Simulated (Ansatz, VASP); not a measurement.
**Si: VASP beside Ansatz**

INCAR

```
SYSTEM = Si
  PREC = Accurate
  ENCUT = 520
  EDIFF = 1E-6
  ISMEAR = -1
  SIGMA = 0.1
  LREAL = .False.
  LASPH = .True.
  NELM = 80
  ALGO = Normal
  ISIF = 2
  LWAVE = .False.
  LCHARG = .False.
  NBANDS = 8
```

KPOINTS

```
regular mesh
0
Gamma
  16 16 16
  0 0 0
```

The input POSCAR:

```
Si
1.0
    2.1990327542      0.0000000000      0.0000000000
    0.0000000000      2.1990327542      0.0000000000
    0.0000000000      0.0000000000      2.1990327542
Si
1
Direct
    0.0000000000      0.0000000000      0.0000000000
```

Input for Ansatz:

```yaml
crystal:
  lattice:
    - [2.1990327542, 0.0, 0.0]
    - [0.0, 2.1990327542, 0.0]
    - [0.0, 0.0, 2.1990327542]
  atoms:
    - { symbol: Si, position: [0.0, 0.0, 0.0] }
kpoints:
  mp_grid: { grid: [16, 16, 16] }
  band_path:
    path:
      - [0.0, 0.0, 0.0]
      - [0.0, 0.5, 0.0]
      - [0.5, 0.5, 0.0]
      - [0.0, 0.0, 0.0]
      - [0.5, 0.5, 0.5]
      - [0.0, 0.5, 0.0]
      - [0.5, 0.5, 0.5]
      - [0.5, 0.5, 0.0]
    npoints: 8
scf:
  occupations: { method: fermi_dirac, width: 0.1 }
hamiltonian:
  xc: lda
  pseudopotentials: { kind: all_electron, lapw: { basis_error: 0.001 } }
output:
  forces: true
  stress: true
  eigenvalues: true
  populations: true
  dos: { projected: true, de: 0.2, e_range: [-14, 8] }
```

Change from the starting cell: volume scaled by 0.68, LAPW.

Alike in both runs: task single point; functional LDA; k mesh 16 × 16 × 16; occupations fermi-dirac, width 0.1 eV; no spin polarisation.

|  | VASP | Ansatz |
| --- | --- | --- |
| version | VASP 6.6.1 | Ansatz 0.2.0 |
| potentials or method | VASP PAW LDA potentials, release 64 (Si) | all-electron LAPW, scalar-relativistic |
| plane-wave cutoff (eV) | 520 | see its input |

Ansatz gave:

* pressure (GPa): 92.0

Problem. What did VASP give for the same quantities?

Solution. Pressure (GPa): 92.7.

Ansatz ran all-electron here, so the differences hold the error of VASP's frozen core and of both bases.

Caveats: the cell as given lies far from equilibrium; so large a pressure means that the cell lies far from this level's equilibrium, or that cutoff or potentials fall short (VASP).
